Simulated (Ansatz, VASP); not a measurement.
Zn in VASP and in Ansatz

```
Zn
1.0
     2.67000    0.00000    0.00000
    -1.33500    2.31229    0.00000
     0.00000    0.00000    4.96600
Zn
2
Direct
  0.33333 0.66667 0.25000
  0.66667 0.33333 0.75000
```

Alike in both runs: task single point; functional PBEsol; k mesh 9 × 9 × 4; occupations gaussian, width 0.1 eV; no spin polarisation.

```csv
,VASP,Ansatz
version,VASP 6.6.1,Ansatz 0.2.0
potentials or method,"VASP PAW PBE potentials, release 64 (Zn)","scalar-relativistic, plane waves, PAW"
plane-wave cutoff (eV),520,420
valence electrons in the cell,24,24
```

```tsv
	VASP	Ansatz	Ansatz less VASP
gap on the k mesh at the Fermi level (eV)	none	none	-
pressure (GPa)	-5.4	-5.8	-0.35
largest component of the traceless stress (GPa)	0.13	0.33	+0.199
```

A gap of «none» marks a metal or a gap that the smearing closes. The functional is the same, so the differences come from potentials, cutoffs and numerics.

Caveats: the PAW data sets were made with another functional, which shifts forces and pressure a little (VASP).
